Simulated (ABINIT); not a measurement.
Crystal: Al.

```xyz
1
Lattice="0.0000 2.0248 2.0248 2.0248 0.0000 2.0248 2.0248 2.0248 0.0000" Properties=species:S:1:pos:R:3 pbc="T T T"
Al    0.0000    0.0000    0.0000
```

Base run:

- Program: ABINIT 10.8.3 (patched build)
- Functional: PBE
- Potentials or basis: PseudoDojo NC SR PBE v0.4.1 standard
- Cutoff: 435 eV
- k mesh: 8 × 8 × 8
- Occupations: fermi-dirac, width 0.05 eV
- Spin: no spin polarisation

Its results: band gap on the k mesh none (metal or under the smearing width); pressure -0.9 GPa.

**Question.** After a change of settings the same cell gave: band gap on the k mesh none (metal or under the smearing width); pressure -2.3 GPa. Which change was it?
A. functional from PBE to LDA; potentials or basis from PseudoDojo NC SR PBE v0.4.1 standard to PseudoDojo NC SR LDA v0.4.1 standard
B. functional from PBE to PBEsol; potentials or basis from PseudoDojo NC SR PBE v0.4.1 standard to PseudoDojo NC SR PBEsol v0.4.1 standard
C. potentials or basis from PseudoDojo NC SR PBE v0.4.1 standard to PseudoDojo NC SR PBE v0.5 stringent

**Answer.** B.

Caveats: the cutoff is short for stress, so the pressure is rough (some runs).
